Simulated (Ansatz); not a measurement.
# Na2S: band gap under strain

Aim: follow the gap of Na2S built on the antifluorite prototype through these states: no strain; -0.5 % shear in the xy plane; +1.5 % strain along [111] alone. The table at the end shows which levels were run.

The runs shown are made with Ansatz 0.2.0. PAW datasets, plane waves. Calculated at 0 K for a non-magnetic cell.

## 1. Starting point

The unstrained cell was relaxed with r2SCAN; in each strained cell the atoms were relaxed again with r2SCAN. Names of k-points are those of the unstrained zone, where strain can split equivalent points. First state: no strain.

It is cubic, Fm-3m (No. 225); a = 6.511 Å in the conventional setting, 23.00 Å³ an atom. S has 8 Na at 2.82 Å; Na has 4 S at 2.82 Å.

The structure in full:

Space group Fm-3m (No. 225). a = 6.511 Å, b = 6.511 Å, c = 6.511 Å, α = 90.00°, β = 90.00°, γ = 90.00°
| atom | site | symmetry | x | y | z |
| --- | --- | --- | --- | --- | --- |
| S | 4a | m-3m | 0.0000 | 0.0000 | 0.0000 |
| Na | 8c | -43m | 0.2500 | 0.7500 | 0.7500 |

## 2. No strain: PBE

File input.yaml:

```yaml
crystal:
  lattice:
    - [0.0, 3.2554324508, 3.2554324508]
    - [3.2554324508, 0.0, 3.2554324508]
    - [3.2554324508, 3.2554324508, 0.0]
  atoms:
    - { symbol: S, position: [0.0, 0.0, 0.0] }
    - { symbol: Na, position: [0.25, 0.25, 0.25] }
    - { symbol: Na, position: [0.75, 0.75, 0.75] }
kpoints:
  mp_grid: { grid: [8, 8, 8] }
  band_path:
    path:
      - [0.0, 0.0, 0.0]
      - [0.5, 0.0, 0.5]
      - [0.625, 0.25, 0.625]
      - [0.375, 0.375, 0.75]
      - [0.5, 0.5, 0.5]
      - [0.5, 0.25, 0.75]
    npoints: 1
hamiltonian:
  xc: pbe
scf:
  occupations: { method: fermi_dirac, width: 0.02 }
  n_extra_bands: 4
output:
  forces: true
  stress: true
  eigenvalues: true
  write_density: true
  write_potential: true
  elf: true
  volumetric_format: npy
```

On the command line:

```bash
ansatz run input.yaml --threads 4 --pin off --max-ram 4608MiB --backend cpu --events-out ev --progress --plain --runs-dir out
```

The runs that follow: No strain: r2SCAN; No strain: HSE06; -0.5 % shear in the xy plane: PBE; -0.5 % shear in the xy plane: r2SCAN; -0.5 % shear in the xy plane: HSE06; +1.5 % strain along [111] alone: PBE; +1.5 % strain along [111] alone: r2SCAN; +1.5 % strain along [111] alone: HSE06.

Before running it: what results should come out?

As calculated:

Least gap in eV (negative: overlap), with the change from the unstrained cell in brackets:

| state | volume change (%) | PBE | r2SCAN | HSE06 |
| --- | --- | --- | --- | --- |
| no strain | +0.0 | 2.53 | 3.09 | 3.53 |
| -0.5 % shear in the xy plane | -0.0 | 2.53 (+0.00) | 3.08 (-0.01) | 3.52 (-0.01) |
| +1.5 % strain along [111] alone | +1.5 | 2.47 (-0.06) | 3.02 (-0.07) | 3.46 (-0.07) |

In words: The largest move of the HSE06 gap in the table is -0.068 eV, under +1.5 % strain along [111] alone. PBE and HSE06 differ by 0.99 eV on the unstrained gap, and by at most 0.01 eV on its change: the two disagree on the size of the gap but agree on its response to strain.
